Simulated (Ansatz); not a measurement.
Runs of Ansatz 0.2.0 on EuO. Symmetry: Fm-3m, No. 225, cubic system. The conventional cell has a = 5.144 Å, b = 5.144 Å, c = 5.144 Å, α = 90.00°, β = 90.00°, γ = 90.00°. Eu (site symmetry m-3m) has 6 O at 2.57 Å as nearest neighbours. O (site symmetry m-3m) has 6 Eu at 2.57 Å as nearest neighbours. 

```csv
task,level,spin,cell,k mesh,cutoff (eV),smearing,points for each segment of the path,gap on the mesh (eV),pressure (GPa),moment (μB)
single point,PBE,"collinear, ferromagnetic start",as given,9 × 9 × 9,420,gaussian 0.018 eV,-,none,-4.1,6.98
single point,PBE,"collinear, ferromagnetic start",as given,9 × 9 × 9,420,gaussian 0.017 eV,-,none,-4.1,6.98
single point,PBE,"collinear, ferromagnetic start",as given,9 × 9 × 9,420,gaussian 0.026 eV,-,none,-4.1,6.98
single point,PBE,"collinear, ferromagnetic start",as given,9 × 9 × 9,420,gaussian 0.021 eV,-,none,-4.1,6.98
single point,PBE,"collinear, ferromagnetic start",as given,9 × 9 × 9,420,gaussian 0.025 eV,-,none,-4.1,6.98
single point,PBE,"collinear, ferromagnetic start",as given,9 × 9 × 9,420,gaussian 0.019 eV,-,none,-4.1,6.98
band structure,r2SCAN,"non-collinear, ferromagnetic start, SOC",as given,7 × 7 × 7,500,fermi-dirac 0.05 eV,14,none,-5.7,(a)
relaxation of cell and atoms,BLYP,"collinear, ferromagnetic start",relaxed,9 × 9 × 9,420,fermi-dirac 0.05 eV,-,none,0.0,6.95
```

Alike in all rows: potentials or basis Ansatz PAW.

Question: Fill in the values left out.

Answer: (a) 6.94.

Caveats: a cell with one magnetic atom can't hold antiferromagnetic order, which such compounds often take; without U or exact exchange the open f shell lies at the Fermi level, which spoils levels, moments and volumes; spin-orbit coupling is left out, which moves the levels of the heavy elements (some runs); the PAW data sets come from PBE, with cores solved anew for the run's functional, which leaves a small shift of forces and pressure (some runs); the magnetic or orbital state may not be the lowest (some runs); the plane-wave basis is chosen anew once the cell has moved, so the energies of steps on either side of that aren't comparable (some runs).

A k mesh can miss the band edges, and rows without SOC leave out spin-orbit coupling on Eu.

A gap of «none» marks a metal or a gap under the smearing width.
